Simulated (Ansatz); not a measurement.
# SnTe (F-43m): following an unstable mode

Aim: this structure of SnTe (F-43m) is to be tested for unstable modes, and one is followed downhill.

Main program and level: Ansatz 0.2.0; DFT PBEsol, scalar-relativistic, plane waves, PAW; PAW set soft_1.

## Step 1: Set-up

Symmetry: F-43m, No. 216, cubic system. The conventional cell has a = 7.083 Å, b = 7.083 Å, c = 7.083 Å, α = 90.00°, β = 90.00°, γ = 90.00°. Nearest to Sn lie 4 Te at 3.07 Å. Nearest to Te lie 4 Sn at 3.07 Å. Farther neighbours and most contacts between anions are not listed.

## Step 2: The dispersion

The cell comes from relaxations at this level that are not shown. Stability and thermal properties need the whole zone. Linear response on a 4×4×4 q mesh gives force constants as far as a supercell of that size would.

The input, input.yaml:

```yaml
crystal:
  lattice:
    - [0.0, 3.5416960247, 3.5416960247]
    - [3.5416960247, 0.0, 3.5416960247]
    - [3.5416960247, 3.5416960247, 0.0]
  atoms:
    - { symbol: Sn, position: [0.0, 0.0, 0.0] }
    - { symbol: Te, position: [0.75, 0.75, 0.75] }
kpoints:
  mp_grid: { grid: [12, 12, 12] }
hamiltonian:
  xc: pbesol
  pseudopotentials: { kind: paw, azcp: { folder: soft_1 }, xc_functional: pbe }
scf:
  occupations: { method: methfessel_paxton, width: 0.2 }
output:
  eigenvalues: true
phonons:
  method: dfpt
  qmesh: [4, 4, 4]
  temperatures: { t_max: 1000, t_step: 50 }
  qpath:
    path:
      - [[0.0, 0.0, 0.0], [-0.5, -0.5, 0.0], [-0.375, -0.375, 0.25]]
      - [[-0.375, 0.0, 0.375], [0.0, 0.0, 0.0], [0.0, 0.0, 0.5], [-0.5, -0.25, 0.25], [-0.5, -0.5, 0.0]]
    npoints: 10
```

Command:

```
ansatz run input.yaml --threads 4 --pin off --max-ram 10240MiB --backend cpu --events-out ev --progress --plain --runs-dir out
```

Numbers of over 12 decimals in the logs are rounded to 6 here.

The log of the run:

```text
Warning: phonons: the dynamical matrix that this run interpolates holds no multipole term above the dipole-dipole one, and a site of this crystal is no centre of inversion, so its interpolated transverse optical and acoustic branches and sound speeds can stay off near Gamma, and the density of states and the thermodynamics with them. What a run solves at a wave vector of phonons.qpoints, Gamma apart, where the deck admits one, is free of this, and under fd what a larger phonons.supercell samples
Engine: ansatz 0.2.0, x86_64-unknown-linux-gnu
Pseudopotentials: kind: paw
Pseudopotential: Sn, paw, valence charge 14, recommended cutoff 420 eV (normal), soft_1/Sn.paw.azcp
Pseudopotential: Te, paw, valence charge 16, recommended cutoff 420 eV (normal), soft_1/Te.paw.azcp
Functional definition: PBEsol
  exchange = pbesol_x
  correlation = pbesol_c
Crystal: 2 atoms, lattice volume = 88.851 Å³
Basis set: ecut = 420 eV, 1807 PW (Γ), exchange–correlation on 72×72×72 points (8 copies of the dense FFT grid, shifted against one another)
Bands: 19, of which v1, the nominal top of the filled ones, is band 15 counted from 1 (14 counted from 0)
Symmetry: 24 space group operations
k-points: 72 of 1728 (time reversal used)
Non-local potential: Sn, projectors of the file, l = 0: 2, l = 1: 2, l = 2: 2, l = 3: 1
Non-local potential: Te, projectors of the file, l = 0: 2, l = 1: 2, l = 2: 2, l = 3: 1
PAW form: soft (Blöchl's): semilocal exchange-correlation on the pseudo side does not see the compensation charge
PAW frozen core: Sn, regenerated for the run's functional, and the local potential with it (the file was generated under x = pbe(κ = 0.804, μ = 0.219515), c = pbe(β = 0.066725))
PAW frozen core: Te, regenerated for the run's functional, and the local potential with it (the file was generated under x = pbe(κ = 0.804, μ = 0.219515), c = pbe(β = 0.066725))
PAW one-centre angular grid: Sn, 590 points (default); XC on 64 Gauss nodes
PAW one-centre angular grid: Te, 590 points (default); XC on 64 Gauss nodes
Initial density: superposition of atomic densities (chi_scale 0.1, normalization cell, long waves kept (reshape's long-wave potential 0.00 eV rms))
Initial wavefunctions: pseudopotential atomic-orbital guess
Functional: x = pbesol(κ = 0.804, μ = 0.123457), c = pbesol(β = 0.046)
SCF iter   1: F=—  HF=-12851.340331 eV  |F-HF|=—  |Δ(HF+E_count)|=         —  Δρ=1.17e-2  dr2=2.21e-1  ethr=3.10e-3  ⟨swp⟩=6.8  Hψ=7310  notcnv=0
preconditioner: auto → Kerker (q_TF=auto, 2.277 Å⁻¹)  [metal: Δε(μ)=0.160 eV  Ē_g=8.044 eV  σ=0.200 eV  W_gap=0.49  n_scr=14 (ndim 8)  ℏωp=12.5 eV  f_vac=0.139  D(μ)=0.20/eV (n_scr^D=0)]
SCF iter   2: F=—  HF=-12851.312498 eV  |F-HF|=—  |Δ(HF+E_count)|=   2.78e-2  S|Δr|=    0.00e0  Δρ=7.86e-3  dr2=1.07e-1  ethr=7.36e-4  ⟨swp⟩=1.0  Hψ=1944  notcnv=0
SCF iter   3: F=—  HF=-12851.288902 eV  |F-HF|=—  |Δ(HF+E_count)|=   2.36e-2  S|Δr|=    0.00e0  Δρ=1.68e-3  dr2=5.69e-3  ethr=3.57e-4  ⟨swp⟩=2.0  Hψ=1521  notcnv=0
SCF iter   4: F=—  HF=-12851.291608 eV  |F-HF|=—  |Δ(HF+E_count)|=   2.71e-3  S|Δr|=    0.00e0  Δρ=9.42e-4  dr2=1.55e-3  ethr=1.90e-5  ⟨swp⟩=2.0  Hψ=2088  notcnv=0
SCF iter   5: F=—  HF=-12851.292505 eV  |F-HF|=—  |Δ(HF+E_count)|=   8.97e-4  S|Δr|=    0.00e0  Δρ=4.09e-4  dr2=4.07e-4  ethr=5.18e-6  ⟨swp⟩=2.0  Hψ=2028  notcnv=0
SCF iter   6: F=—  HF=-12851.293196 eV  |F-HF|=—  |Δ(HF+E_count)|=   6.91e-4  S|Δr|=    0.00e0  Δρ=1.49e-4  dr2=2.55e-5  ethr=1.36e-6  ⟨swp⟩=2.0  Hψ=1745  notcnv=0
SCF iter   7: F=—  HF=-12851.293285 eV  |F-HF|=—  |Δ(HF+E_count)|=   8.93e-5  S|Δr|=    0.00e0  Δρ=3.30e-5  dr2=1.79e-6  ethr=8.52e-8  ⟨swp⟩=2.0  Hψ=2109  notcnv=0
SCF iter   8: F=—  HF=-12851.293288 eV  |F-HF|=—  |Δ(HF+E_count)|=   2.24e-6  S|Δr|=    0.00e0  Δρ=1.38e-5  dr2=4.48e-7  ethr=5.97e-9  ⟨swp⟩=3.0  Hψ=2532  notcnv=0
SCF iter   9: F=—  HF=-12851.293289 eV  |F-HF|=—  |Δ(HF+E_count)|=   1.12e-6  S|Δr|=    0.00e0  Δρ=6.52e-6  dr2=1.01e-7  ethr=1.49e-9  ⟨swp⟩=2.4  Hψ=2024  notcnv=0
SCF iter  10: F=—  HF=-12851.293289 eV  |F-HF|=—  |Δ(HF+E_count)|=   8.21e-8  S|Δr|=    0.00e0  Δρ=2.93e-6  dr2=1.34e-8  ethr=3.36e-10  ⟨swp⟩=2.5  Hψ=2252  notcnv=0
SCF iter  11: F=—  HF=-12851.293289 eV  |F-HF|=—  |Δ(HF+E_count)|=   3.46e-8  S|Δr|=    0.00e0  Δρ=7.40e-7  dr2=5.49e-10  ethr=4.47e-11  ⟨swp⟩=2.0  Hψ=1755  notcnv=0
SCF iter  12: F=—  HF=-12851.293289 eV  |F-HF|=—  |Δ(HF+E_count)|=   3.03e-9  S|Δr|=    0.00e0  Δρ=1.40e-7  dr2=1.50e-11  ethr=1.83e-12  ⟨swp⟩=2.1  Hψ=1937  notcnv=0
SCF iter  13: F=-12851.293289 eV  HF=-12851.293289 eV  |F-HF|=0.00e0  |Δ(HF+E_count)|=  1.07e-10  S|Δr|=    0.00e0  Δρ=3.52e-8  dr2=9.24e-13  ethr=1.00e-12  ⟨swp⟩=8.1  Hψ=7294  notcnv=0
SCF 1 converged in 13 iterations: F = -12851.293289 eV  dr2 = 9.24e-13
  greatest PAW one-centre occupation: 0.998 electrons in one spin orbital (limit 2), on the Te atom at site 1 (counted from 0), in its partial waves of l = 2
Initial density: read from a saved state, or passed on in memory by an earlier SCF of this step, an earlier step, the calling program or the single point that the run made first
iter 1 solved again at ethr=2.70e-7 eV; its pass at ethr=3.10e-3 eV (dr2=8.11e-5 eV) is discarded
SCF iter   1: F=—  HF=-12851.293289 eV  |F-HF|=—  |Δ(HF+E_count)|=         —  Δρ=1.04e-6  dr2=6.84e-10  ethr=2.70e-7  ⟨swp⟩=3.4  Hψ=11417  notcnv=0
eigensolver tolerance schedule: the retry pair's looser diagonalisation over-reported the residual by 118519.96 of it (diagonalisation noise at an unbounded share of the residual, at the tolerance the schedule requests for it); recorded, not acted on — ethr = c·dr2/N_el stays at c = 1.0e-1
preconditioner: auto → none  [metal: Δε(μ)=0.094 eV  Ē_g=7.946 eV  σ=0.200 eV  W_gap=0.37  n_scr=14 (ndim 8)  ℏωp=12.5 eV  f_vac=0.182  D(μ)=0.42/eV (n_scr^D=0)]
SCF iter   2: F=—  HF=-12851.293289 eV  |F-HF|=—  |Δ(HF+E_count)|=   2.03e-7  S|Δr|=    0.00e0  Δρ=8.64e-7  dr2=6.26e-10  ethr=2.28e-12  ⟨swp⟩=4.0  Hψ=4294  notcnv=0
SCF iter   3: F=—  HF=-12851.293289 eV  |F-HF|=—  |Δ(HF+E_count)|=  3.49e-10  S|Δr|=    0.00e0  Δρ=4.55e-7  dr2=1.42e-10  ethr=2.09e-12  ⟨swp⟩=2.4  Hψ=2471  notcnv=0
SCF iter   4: F=—  HF=-12851.293289 eV  |F-HF|=—  |Δ(HF+E_count)|=  6.91e-11  S|Δr|=    0.00e0  Δρ=2.93e-7  dr2=5.71e-11  ethr=1.00e-12  ⟨swp⟩=1.0  Hψ=1368  notcnv=0
SCF iter   5: F=—  HF=-12851.293289 eV  |F-HF|=—  |Δ(HF+E_count)|=  3.27e-11  S|Δr|=    0.00e0  Δρ=1.77e-7  dr2=1.99e-11  ethr=1.00e-12  ⟨swp⟩=1.0  Hψ=1368  notcnv=0
SCF iter   6: F=-12851.293289 eV  HF=-12851.293289 eV  |F-HF|=1.09e-11  |Δ(HF+E_count)|=  3.64e-12  S|Δr|=    0.00e0  Δρ=1.04e-7  dr2=6.72e-12  ethr=1.00e-12  ⟨swp⟩=3.9  Hψ=4131  notcnv=0
SCF 2 converged in 6 iterations: F = -12851.293289 eV  dr2 = 6.72e-12
phonons: the bands overlap, so this run is a metal and interpolates without the dipole-dipole term. If the crystal is really an insulator or semiconductor, its LO-TO splitting is missing
NSCF: frozen V_eff on 72 k-points
WARN: eigensolver did not converge in 28 slots of this pass, the one above among them; of largest residual over every band (k=15): 1 band(s) unlocked (lowest unlocked band 18, counted from 0; max residual 5.39e-4 eV among the unlocked bands, 5.39e-4 eV over every band); of lowest unlocked band (k=4): band 18
NSCF: frozen V_eff on 163 k-points
DFPT response loops at q = (0, 0, 0) (fractional): preconditioner auto → none (partly filled bands, converged f_vac=0.182); β = 0.50; Broyden in place of MSR1
NSCF: frozen V_eff on 1872 k-points
DFPT response loops at q = (0, 0, 0.25) (fractional): mixed as the last ones told, above
NSCF: frozen V_eff on 952 k-points
DFPT response loops at q = (0, 0, -0.5) (fractional): mixed as the last ones told, above
NSCF: frozen V_eff on 1020 k-points
DFPT response loops at q = (0, 0.25, 0.25) (fractional): mixed as the last ones told, above
NSCF: frozen V_eff on 3456 k-points
DFPT response loops at q = (0, 0.25, -0.5) (fractional): mixed as the last ones told, above
NSCF: frozen V_eff on 1872 k-points
DFPT response loops at q = (0, 0.25, -0.25) (fractional): mixed as the last ones told, above
NSCF: frozen V_eff on 560 k-points
DFPT response loops at q = (0, -0.5, -0.5) (fractional): mixed as the last ones told, above
NSCF: frozen V_eff on 1020 k-points
DFPT response loops at q = (0.25, -0.5, -0.25) (fractional): mixed as the last ones told, above
SCF converged after 13 iterations
Stability not checked: this state was not tested for a lower state beside it, because cold or Methfessel-Paxton smearing, or corrected tetrahedra, fill the levels in a way that the test cannot read (fill_not_monotonic; see scf.lower_state_search)
Free energy (F): -12851.293289 eV
Harris-Foulkes:  -12851.293289 eV  (|F-HF|=0.00e0)
Internal energy: -12851.294295 eV  (E = F + TS)
E sigma→0 (E₀):  -12851.293541 eV
Entropy (-TS):   0.001006 eV (0.503 meV/atom)
Fermi energy:    5.502435 eV
--- Per-component energies (eV) ---
  E_band       = -470.804284
  E_kinetic    = 338.232066
  E_local      = -3475.636064  (includes V_loc(G=0)·N_el)
  E_nonlocal   = 215.512176
  E_hartree    = 1674.454670
  E_xc         = -245.267321
  E_vxc        = -180.741757  (∫ρ·V_xc dr)
  E_paw        = -8887.655921  (= ΣΔE_a)
  E_vpaw       = -717.080414  (= ΣTr[D̂ρ^β])
  E_aug_tail   = 0.000374  (compensation charges beyond the density's cutoff)
  E_ewald      = -2471.593926
  E_core_change = 0.659651  (= ΣΔE_core)
  E_smearing   = 0.001006  (= −TS)
  E_closure    = 0.000000  (closes the sum)
  Σ components = -12851.293289   (vs F -12851.293289, Δ=0.00e0)
--- Band table (eV; the first three rows and the last of 72) ---
  k-point 0: bands = [... 11 lower, 0.4236, 3.4150, 3.4150, 3.4150, 6.4332, 6.4332, 6.4332, 9.4417]
  k-point 1: bands = [... 11 lower, 0.2390, 3.3644, 3.3644, 3.4805, 6.4767, 6.5163, 6.5163, 9.6924]
  k-point 2: bands = [... 11 lower, -0.2078, 3.2384, 3.2384, 3.5609, 6.7137, 6.7236, 6.7236, 10.2786]
  k-point 71: bands = [... 11 lower, -2.0572, 1.8257, 1.9215, 5.5871, 6.8575, 7.6497, 8.5970, 10.8416]
--- Phonons (Γ-DFPT): 2 representative perturbations + reference (Σ response iterations 6) ---
  ASR residual: 4.931e-5 → 0.000e0 eV/Å²; symmetrization residual: 2.587e-5 eV/Å²
  ASR residual per site (eV/Å²): 4.93e-5 2.55e-5
  Γ frequencies (cm⁻¹): 0.00 0.00 0.00 108.38 108.38 108.38
--- Phonons (arbitrary-q DFPT): 8 irreducible q on the 4×4×4 mesh ---
  q = [0.0000, 0.0000, 0.0000] (star 1, of the zone-centre solve; hermiticity 1.95e-5, symmetrization 1.38e-11): -0.00 -0.00 0.00 108.38 108.38 108.38
  q = [0.0000, 0.0000, 0.2500] (star 8, 2 solved perturbations on 936 of 1728 k-point pairs; hermiticity 9.84e-6, symmetrization 7.88e-12): -15.30 -15.30 33.68 106.62 106.62 118.69
  q = [0.0000, 0.0000, -0.5000] (star 4, 2 solved perturbations on 476 of 1728 k-point pairs; hermiticity 4.20e-6, symmetrization 6.20e-12): -14.69 -14.69 60.33 105.47 105.47 116.39
  q = [0.0000, 0.2500, 0.2500] (star 6, 4 solved perturbations in 1608 linear systems a pass and spin channel, the states on 510 of 1728 k-point pairs; hermiticity 1.43e-5, symmetrization 2.29e-12): -34.68 -34.68 53.75 97.67 97.67 116.30
  q = [0.0000, 0.2500, -0.5000] (star 24, 4 solved perturbations in 5328 linear systems a pass and spin channel, the states on 1728 of 1728 k-point pairs; hermiticity 8.34e-6, symmetrization 6.85e-12): -25.90 -25.65 74.63 94.08 94.79 110.19
  q = [0.0000, 0.2500, -0.2500] (star 12, 4 solved perturbations in 2892 linear systems a pass and spin channel, the states on 936 of 1728 k-point pairs; hermiticity 1.89e-5, symmetrization 1.07e-11): -33.22 -14.71 60.86 98.77 102.70 111.70
  q = [0.0000, -0.5000, -0.5000] (star 3, 4 solved perturbations in 886 linear systems a pass and spin channel, the states on 280 of 1728 k-point pairs; hermiticity 5.76e-6, symmetrization 3.66e-12): -36.09 -36.09 79.35 79.35 88.64 90.47
  q = [0.2500, -0.5000, -0.2500] (star 6, 4 solved perturbations in 1544 linear systems a pass and spin channel, the states on 510 of 1728 k-point pairs; hermiticity 3.69e-6, symmetrization 7.21e-12): -35.58 -8.29 83.35 88.86 91.38 101.37
  sum rule: each row above includes the acoustic sum rule's correction from the zone centre's row sums; it moved no ω² by more than (0.34 cm⁻¹)²
  mesh force constants: q→R imaginary residual 4.57e-18; ASR residual 4.931e-5 → 0.000e0 eV/Å²; symmetrization residual 8.882e-16 eV/Å²
  interpolated dispersion: 62 rows × 6 modes
  density of states and harmonic sums: on the 16×16×16 q-mesh, interpolated from the force constants of a 4×4×4 supercell (no non-analytic term)
  largest difference from the sums on the solved wave vectors: F 4.28e-3 eV, S 5.61e-6 and C_V 1.33e-6 eV/K
  zero-point energy: 0.022943 eV/cell   skipped modes (ω ≤ 0): 291, of them read as no rigid motion or as one in doubt: 288 (2.000e0 modes/cell left out, lowest -37.22 cm⁻¹)   left out of the sums: 3.33e-1 of the cell's modes: C_V's classical limit lies that fraction below 3 k_B per atom; for a crystal, a wire or a layer, F and S can be off by more, and a phonons.interpolated_qmesh denser along its periods is the remedy for the sampling
```

Run time: 7.4 min. Hardware: 4 threads of Intel Xeon 6975P-C (Granite Rapids), shared host; peak memory 6 GiB.

This step gave:

| Property | Result |
| --- | --- |
| volume per atom | 44.43 Å³ |
| gap on the k-mesh | 0 eV |
| sum-rule residual before enforcement | 4.93e-5 eV/Å² |
| lowest frequency on the path | -37.36 cm⁻¹ |
| point group | -43m |
| highest frequency on the path or at a solved wavevector | 119.6 cm⁻¹ |
| highest optical mode at the zone centre (no LO-TO term) | 108.4 cm⁻¹ |
| lowest optical zone-centre mode | 108.4 cm⁻¹ |
| lowest mode on the q mesh (acoustic modes at Γ apart) | -36.09 cm⁻¹ |

Frequencies (cm⁻¹) solved at each irreducible wavevector; negative means imaginary. Frequencies by wavevector, by row:

```
q in reciprocal lattice units  star  mode 1  mode 2  mode 3  mode 4  mode 5  mode 6
                        0 0 0     1       0       0       0   108.4   108.4   108.4
                     0 0 0.25     8   -15.3   -15.3    33.7   106.6   106.6   118.7
                     0 0 -0.5     4   -14.7   -14.7    60.3   105.5   105.5   116.4
                  0 0.25 0.25     6   -34.7   -34.7    53.8    97.7    97.7   116.3
                  0 0.25 -0.5    24   -25.9   -25.6    74.6    94.1    94.8   110.2
                 0 0.25 -0.25    12   -33.2   -14.7    60.9    98.8   102.7   111.7
                  0 -0.5 -0.5     3   -36.1   -36.1    79.3    79.3    88.6    90.5
              0.25 -0.5 -0.25     6   -35.6    -8.3    83.3    88.9    91.4   101.4
```

Interpolated from a 4×4×4 q mesh. The phonon branches at the labelled points (cm⁻¹):

```
    point  branch 1  branch 2  branch 3  branch 4  branch 5  branch 6
        Γ         0         0         0       108       108       108
  halfway       -35       -35        54        98        98       116
        X       -36       -36        79        79        89        90
  halfway       -33       -32        81        83        89        95
        U       -29       -24        82        90        90       103
jump to K       -29       -24        82        90        90       103
  halfway       -31       -11        45       103       106       115
        Γ         0         0         0       108       108       108
  halfway       -15       -15        34       107       107       119
        L       -15       -15        60       106       106       116
  halfway       -28       -15        74        96       100       111
        W       -36        -8        83        89        91       101
  halfway       -35       -23        81        86        90        97
        X       -36       -36        79        79        89        90
```

The phonon branches as a text plot (rows in cm⁻¹):

```
    116 |   *****               ****      ***********
    110 |***     *         ***** ************        ****
    103 |   ***   **     **  *****           *********   ***
     97 |      *    *  **  ****                      ****   ***
     90 |       **   *******                           **********
     84 |         ***  ****                             ********
     77 |         ** **    *                          **       **
     71 |        *          *                        *
     64 |       *            **                   ***
     57 |                      *                **
     51 |      *                              **
     44 |    **                 *
     38 |   *                    *           *
     31 |                         **        *
     25 |  *                               *
     18 |                           *     *
     12 | *                          *   *
      5 |                               *
     -1 |*                          *****
     -8 | *                     **** *   *               ***
    -15 |  *                ****    *     ***************   *
    -21 |                 **      **               **        *
    -28 |   ***         ****     *                   **       *
    -34 |      *********    *****                      **********
         Γ           X  U|K            Γ         L        W     X
```

Symmetry leaves 8 wavevectors to solve. The lowest mode among them, the acoustic zeros apart, lies at q = (0, -0.5, -0.5) and is imaginary, 36.1i cm⁻¹, so the energy falls along it.

## Step 3: The mode frozen in, largest atomic shift 0 Å

The mode followed lies at q = (0, -0.5, -0.5) with frequency 36.1i cm⁻¹ and is 2-fold degenerate, the softest among the wavevectors solved. At small amplitude the distorted cell has space group no. 20 by a symmetry search on the positions. The undistorted cell that holds it gives the zero of energy on the same k mesh.

System of this step: SnTe. Symmetry: F-43m, No. 216, cubic system. Conventional cell: a = 7.083 Å, b = 7.083 Å, c = 7.083 Å, α = 90.00°, β = 90.00°, γ = 90.00°. Nearest to Sn lie 4 Te at 3.07 Å. Nearest to Te lie 4 Sn at 3.07 Å. Farther neighbours and most contacts between anions are not listed.

input.yaml, the sections that differ from step 2:

```yaml
crystal:
  lattice:
    - [0.0, -3.5416960247, -3.5416960247]
    - [0.0, 3.5416960247, -3.5416960247]
    - [7.0833920494, 0.0, 0.0]
  atoms:
    - { symbol: Sn, position: [0.5, 0.5, 0.5] }
    - { symbol: Sn, position: [0.0, 0.0, 0.0] }
    - { symbol: Te, position: [0.0, 0.5, 0.25] }
    - { symbol: Te, position: [0.5, 0.0, 0.75] }
kpoints:
  mp_grid: { grid: [8, 8, 6] }
output:
  forces: true
  stress: true
  eigenvalues: true
# hamiltonian, scf: as in step 2
# phonons: removed
```

The log of the run:

```text
[...]
Crystal: 4 atoms, lattice volume = 177.703 Å³
Basis set: ecut = 420 eV, 3531 PW (Γ), exchange–correlation on 72×72×96 points (8 copies of the dense FFT grid, shifted against one another)
Bands: 36, of which v1, the nominal top of the filled ones, is band 30 counted from 1 (29 counted from 0)
Symmetry: 16 space group operations
[...]
k-points: 60 of 384 (time reversal used)
[...]
k-point 0: bands = [... 26 lower, 3.4143, 3.4143, 3.4143, 4.7479, 5.4389, 6.4330, 6.4330, 6.4331, ... 2 higher]
  k-point 1: bands = [... 26 lower, 3.2783, 3.2783, 3.6489, 4.7490, 5.4863, 6.2725, 6.6484, 6.6484, ... 2 higher]
  k-point 2: bands = [... 26 lower, 2.9694, 2.9694, 4.1414, 4.7282, 5.5825, 5.9597, 7.1915, 7.1915, ... 2 higher]
  k-point 59: bands = [... 26 lower, 1.9210, 1.9210, 5.5865, 5.5865, 6.8573, 6.8573, 7.6492, 7.6492, ... 2 higher]
[key lines of the parts left out:]
SCF converged after 10 iterations
Free energy (F): -25702.588463 eV
Fermi energy:    5.495304 eV
P = ⅓ Tr σ = -0.0051 GPa (-0.051 kbar)
```

Wall time 4.3 s (4 threads); peak memory 0.62 GiB; 16 s of CPU time.

This step gave:

| Property | Result |
| --- | --- |
| pressure | -0.005141 GPa |
| energy from the undistorted cell | 0 meV/atom |

The run ends at a pressure of -0.01 GPa.

(Part 1 of 3 ends here.)

[Logs are printed without paths, hosts, clocks, repeated set-up lines and the standing remarks that a program may print on its own settings, such as how far it seeks lower states.]

[Hosts, paths, dates, database ids (printed as entryN), source tags and the programs' standing remarks are cut or masked in the printed files.]
